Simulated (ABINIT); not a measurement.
Here is an ABINIT 10.8.3 (patched build) calculation.

Contents of run.abi:

```
# Datasets: one volume each
ndtset 7
getwfk -1
scalecart1 3*0.9795861087
scalecart2 3*0.9864848297
scalecart3 3*0.9932883884
scalecart4 3*1.0000000000
scalecart5 3*1.0066227096
scalecart6 3*1.0131594038
scalecart7 3*1.0196128224

# Pseudopotentials
pp_dirpath "./"
pseudos "Ti.GGA_PBE-JTH.xml, C.GGA_PBE-JTH.xml"

# Structure
acell 5.7878323139 5.7878323139 5.7878323139
rprim
     0.0000000000     0.7071067812     0.7071067812
     0.7071067812     0.0000000000     0.7071067812
     0.7071067812     0.7071067812     0.0000000000
ntypat 2
znucl 22 6
natom 2
typat 1 2
xred
     0.0000000000     0.0000000000     0.0000000000
     0.5000000000     0.5000000000     0.5000000000

# Plane-wave basis
ecut 14.0
pawecutdg 28.0

# k points
kptopt 1
ngkpt 11 11 11
nshiftk 1
shiftk 0.0 0.0 0.0

# Exchange and correlation
ixc 11

# Bands and occupations
nband 12
occopt 3
tsmear 0.05 eV

# SCF cycle
nstep 100
tolvrs 1.0e-9

# Output
iomode 3
prtwf 1
prtden 0
prteig 0
prtebands 0
enunit 2
```

Potentials or basis: JTH PAW PBE v2.0.

Run with:

```console
$ abinit run.abi > log 2>&1
```

Question: What does it give for the equilibrium volume?

Answer: 10.20 Å³/atom (rough: see the caveat).

Question: Predict the bulk modulus.

Answer: 252 GPa (rough).

Energy against volume, from the lowest point:
```
volume (Å³/atom)  energy (meV/atom)
           9.548              35.48
           9.752              15.66
           9.955               4.60
          10.158               0.00
          10.361               1.70
          10.564               9.55
          10.767              23.09
```

Caveat: the cutoff is too short for stress, so the log's stress isn't used; pressures at fixed basis lie under the slope of the energies; the fit is rough or its minimum lies at the end of the range.
